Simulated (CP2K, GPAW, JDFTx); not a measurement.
# NaF: 3 runs at one level of theory

```
CELL_PARAMETERS angstrom
3.28098 0.00000 0.00000
1.64049 2.84141 0.00000
1.64049 0.94714 2.67891
ATOMIC_POSITIONS crystal
Na 0.00000 0.00000 0.00000
F 0.50000 0.50000 0.50000
```

Alike in all runs: task single point; functional PBEsol; k mesh 10 × 10 × 10; occupations gaussian, width 0.05 eV; no spin polarisation; no spin-orbit coupling. Pressure is positive in compression and, in plane waves, holds the error of the finite cutoff.

| program and potentials | plane-wave cutoff (eV) | notes | band gap (eV) | pressure (GPa) |
| --- | --- | --- | --- | --- |
| JDFTx, PseudoDojo-SR-PBEsol-0.4.1-standard with smoothed tails | 1197 | 8 valence electrons an atom on average | 6.18 | -0.37 |
| CP2K, POTENTIAL_UZH Na GTH-PBE-q9, F GTH-PBE-q7; TZVP-MOLOPT-PBE-GTH basis | - | atomic basis; potentials made for PBE; 8 valence electrons an atom on average | 6.11 | 0.51 |
| GPAW, PAW data sets generated for this functional | 800 | 7 valence electrons an atom on average | 6.16 | -1.13 |

The band gap spans 6.11 (CP2K, POTENTIAL_UZH Na GTH-PBE-q9, F GTH-PBE-q7; TZVP-MOLOPT-PBE-GTH basis) to 6.18 eV (JDFTx, PseudoDojo-SR-PBEsol-0.4.1-standard with smoothed tails). The pressure spans -1.13 (GPAW, PAW data sets generated for this functional) to 0.51 GPa (CP2K, POTENTIAL_UZH Na GTH-PBE-q9, F GTH-PBE-q7; TZVP-MOLOPT-PBE-GTH basis). Rows in atomic bases carry the error of their basis and grid, which can be large.

The functional is the same throughout but for its coding, so the spread measures potentials, basis and numerics; runs on potential files found faulty are left out.
